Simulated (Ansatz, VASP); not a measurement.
**BaS: VASP beside Ansatz**

File INCAR:

```
SYSTEM = BaS
PREC = Accurate
ENCUT = 520
EDIFF = 1E-7
ISMEAR = -1
SIGMA = 0.05
LREAL = .FALSE.
LASPH = .TRUE.
NELM = 60
ALGO = Normal
ISIF = 2
LWAVE = .FALSE.
LCHARG = .FALSE.
GGA = PE
NBANDS = 15
```

Contents of KPOINTS:

```
regular mesh
0
G
  7 7 7
  0 0 0
```

The input POSCAR:

```
BaS
1.0
    0.0000000000      3.2149012787      3.2149012787
    3.2149012787      0.0000000000      3.2149012787
    3.2149012787      3.2149012787      0.0000000000
Ba S
1 1
Direct
    0.0000000000      0.0000000000      0.0000000000
    0.5000000000      0.5000000000      0.5000000000
```

Contents of input.yaml:

```yaml
crystal:
  lattice:
    - [0.0, 3.2149012787, 3.2149012787]
    - [3.2149012787, 0.0, 3.2149012787]
    - [3.2149012787, 3.2149012787, 0.0]
  atoms:
    - { symbol: Ba, position: [0.0, 0.0, 0.0] }
    - { symbol: S, position: [0.5, 0.5, 0.5] }
hamiltonian:
  xc: pbe
  pseudopotentials: { kind: paw }
kpoints:
  mp_grid: { grid: [7, 7, 7] }
scf:
  occupations: { method: fermi_dirac, width: 0.05 }
output:
  forces: true
  stress: true
  eigenvalues: true
```

Change from the starting cell: volume scaled by 1.02.

Alike in both runs: task single point; functional PBE; k mesh 7 × 7 × 7; occupations fermi-dirac, width 0.05 eV; no spin polarisation.

|  | VASP | Ansatz |
| --- | --- | --- |
| version | VASP 6.6.1 | Ansatz 0.2.0 |
| potentials or method | VASP PAW PBE potentials, release 64 (Ba_sv, S) | Ansatz PAW |
| plane-wave cutoff (eV) | 520 | 420 |
| valence electrons in the cell | 16 | 16 |

VASP gave:

| Quantity | Value |
| --- | --- |
| gap on the k mesh at the Fermi level (eV) | 2.20 |
| least direct gap on the mesh (eV) | 2.35 |
| pressure (GPa) | 0.5 |

Q: Which values does Ansatz return?

A: gap on the k mesh at the Fermi level (eV): 2.29; least direct gap on the mesh (eV): 2.42; pressure (GPa): 0.0.

Caveats: spin-orbit coupling is left out, which moves the levels of the heavy elements; an odd mesh through Γ misses points on the zone boundary, where band edges often lie (VASP); odd divisions of the mesh miss points on the zone boundary, where band edges often lie, so the gap on the mesh can be too wide (Ansatz).
